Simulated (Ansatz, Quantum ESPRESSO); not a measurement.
**Os: the functional in 2 programs**

The structure is hexagonal, space group P6_3/mmc (No. 194). The conventional cell has a = 2.734 Å, b = 2.734 Å, c = 4.320 Å, α = 90.00°, β = 90.00°, γ = 120.00°. Os (site symmetry -6m2) has 12 Os at 2.68 to 2.73 Å as nearest neighbours.

Kept alike: task band structure; k mesh 11 × 11 × 6; occupations fermi-dirac, width 0.05 eV; no spin polarisation. The mesh is that of the run's cell of 2 atoms. No spin-orbit coupling.

- A: Ansatz, all-electron LAPW, scalar-relativistic
- B: Quantum ESPRESSO, SG15 PBE 1.2, made for PBE, cutoff 952 eV

```csv
functional,A: pressure (GPa),B: pressure (GPa)
LDA,-8.64,-5.82
PBE,8.80,8.08
PBEsol,-2.66,-1.98
```

Pressure is positive in compression; plane-wave values hold the error of the finite cutoff. Values on potentials made for another functional: B at LDA, PBEsol. For a metal such a mesh leaves the last digits unconverged.

Question: How large is the effect of the functional, and do the programs agree on it?

Answer: From LDA to PBE the pressure moves by +17.44 in A, +13.90 in B (GPa). Row by row the programs differ by 0.68 to 2.82, and the shifts point the same way but differ by 20 % of the larger. Shifts from LDA: PBE +17.44, +13.90; PBEsol +5.98, +3.84; the programs' shifts differ by up to 3.54.
